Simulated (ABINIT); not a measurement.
A run of ABINIT 10.8.3 (patched build) is set up as follows.

Contents of run.abi:

```
ndtset 2

pp_dirpath "./"
pseudos "Bi.GGA_PBE-JTH.xml"

acell 3*1.0
rprim
    -3.7443610401     3.7443610401     3.7443610401
     3.7443610401    -3.7443610401     3.7443610401
     3.7443610401     3.7443610401    -3.7443610401
ntypat 1
znucl 83
natom 1
typat 1
xred
     0.0000000000     0.0000000000     0.0000000000

ecut 15.0
pawecutdg 30.0

ixc 14

occopt 3
tsmear 0.05 eV

nspinor 2
nspden 1
pawspnorb 1

nstep 100

iomode 3
prtwf 0
prteig 0
prtebands 0
enunit 1
prtden1 1
prtvha1 1
prtvclmb1 1
prtpot1 1

kptopt1 4
ngkpt1 9 9 9
nshiftk1 1
shiftk1 0.0 0.0 0.0
nband1 24
tolvrs1 1.0e-9

iscf2 -2
getden2 1
nband2 32
nbdbuf2 2
tolwfr2 1.0e-12
kptopt2 -5
ndivsm2 5
prteig2 1
kptbounds2
     0.0000000000     0.0000000000     0.0000000000
     0.5000000000    -0.5000000000     0.5000000000
     0.0000000000     0.0000000000     0.5000000000
     0.0000000000     0.0000000000     0.0000000000
     0.2500000000     0.2500000000     0.2500000000
     0.5000000000    -0.5000000000     0.5000000000
```

Potentials or basis: JTH PAW PBE v2.0.

Launch:

```sh
$ abinit run.abi > log 2>&1
```

Estimate the band gap on the k mesh.

none (metal or under the smearing width).

Levels at the corners of the path, in eV from the Fermi level:
```csv
point,band 12,band 13,band 14,band 15,band 16,band 17,band 18,band 19
Γ,-13.22,2.85,2.85,6.48,6.48,6.48,6.48,9.39
H,-8.02,-2.94,-2.94,-0.99,-0.99,-0.99,-0.99,3.79
N,-10.15,-5.00,-5.00,1.43,1.43,3.94,3.94,6.23
Γ,-13.22,2.85,2.85,6.48,6.48,6.48,6.48,9.39
P,-9.61,-3.15,-3.15,-1.67,-1.67,-1.67,-1.67,13.58
H,-8.02,-2.94,-2.94,-0.99,-0.99,-0.99,-0.99,3.79
```
